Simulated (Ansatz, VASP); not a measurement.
## One calculation of CdSe, two programs

The input INCAR:

```
SYSTEM = CdSe
PREC     = Accurate       ! precision mode
ENCUT    = 520            ! plane-wave cutoff, eV
EDIFF    = 1E-6           ! SCF threshold, eV
ISMEAR   = 0              ! smearing method
SIGMA    = 0.01           ! smearing width, eV
LREAL    = .False.        ! projectors in reciprocal space
LASPH    = .True.         ! aspherical terms in the spheres
NELM     = 80             ! most SCF steps
ALGO     = Normal         ! electronic algorithm
ISIF     = 2              ! what is computed and relaxed
LWAVE    = .False.        ! write WAVECAR
LCHARG   = .True.         ! write CHGCAR
GGA      = PS             ! functional
LELF     = .True.         ! ELF
LVHAR    = .True.       
NBANDS   = 16             ! bands
```

File KPOINTS:

```
regular mesh
0
Gamma
  8 8 8
  0 0 0
```

The input POSCAR:

```
CdSe
1.0
    0.0000000000      3.0677809647      3.0677809647
    3.0677809647      0.0000000000      3.0677809647
    3.0677809647      3.0677809647      0.0000000000
Cd Se
1 1
Direct
    0.0000000000      0.0000000000      0.0000000000
    0.2500000000      0.2500000000      0.2500000000
```

Input for Ansatz:

```yaml
crystal:
  lattice:
    - [0.0, 3.0677809647, 3.0677809647]
    - [3.0677809647, 0.0, 3.0677809647]
    - [3.0677809647, 3.0677809647, 0.0]
  atoms:
    - { symbol: Cd, position: [0.0, 0.0, 0.0] }
    - { symbol: Se, position: [0.25, 0.25, 0.25] }
kpoints:
  mp_grid: { grid: [8, 8, 8] }
hamiltonian:
  xc: pbesol
scf:
  occupations: { method: fixed }
output:
  optics:
    e_range: [0, 30]
    de: 0.1
    sigma: 0.4
    scissors: 1.5
    scheme: fermi_dirac
    bands: auto
  write_density: true
  write_potential: true
  elf: true
  volumetric_format: npy
```

Alike in both runs: task single point; functional PBEsol; k mesh 8 × 8 × 8; no spin polarisation.

|  | VASP | Ansatz |
| --- | --- | --- |
| version | VASP 6.6.1 | Ansatz 0.2.0 |
| potentials or method | VASP PAW PBE potentials, release 64 (Cd, Se) | plane waves, PAW |
| plane-wave cutoff (eV) | 520 | 420 |
| occupations | gaussian, width 0.01 eV | fixed |
| valence electrons in the cell | 18 | 36 |

|  | VASP | Ansatz | Ansatz less VASP |
| --- | --- | --- | --- |
| gap on the k mesh at the Fermi level (eV) | 0.43 | 0.43 | -0.001 |

The two sets of potentials don't hold the same shells in valence.
